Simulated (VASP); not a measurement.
A run of VASP 6.6.1 is set up as follows.

INCAR

```
SYSTEM = Cu2O
ALGO = Fast
EDIFF = 1E-7
EDIFFG = -0.01
ENCUT = 600
GGA = PE
IBRION = 2
ISIF = 2
ISMEAR = 0
KPAR = 2
LASPH = .True.
LCHARG = .False.
LREAL = .False.
LWAVE = .False.
NELM = 80
NSW = 40
PREC = Accurate
SIGMA = 0.03
```

File KPOINTS:

```
k-points
0
Gamma
  6 6 6
  0 0 0
```

File POSCAR:

```
Cu2O                                    
1.0
    4.2489169096      0.0000000000      0.0000000000
    0.0000000000      4.2489169096      0.0000000000
    0.0000000000      0.0000000000      4.2489169096
  Cu              O             
     4     2
Direct
     0.2500000000000000    0.2500000000000000    0.2500000000000000
     0.2500000000000000    0.7500000000000000    0.7500000000000000
     0.7500000000000000    0.7500000000000000    0.2500000000000000
     0.7500000000000000    0.2500000000000000    0.7500000000000000
     0.0000000000000000    0.0000000000000000    0.0000000000000000
     0.5000000000000000    0.5000000000000000    0.5000000000000000
```

Potentials or basis: VASP PAW PBE potentials, release 64 (Cu, O).

Launch:

```console
$ cat potpaw_PBE.64/Cu/POTCAR potpaw_PBE.64/O/POTCAR > POTCAR
$ mpirun -np 2 vasp_std > vasp.out
```

(1) Estimate the band gap on the k mesh.

Results:

(1) 0.56 eV, direct.

Caveat: the relaxation stopped at its first step, so nothing moved.
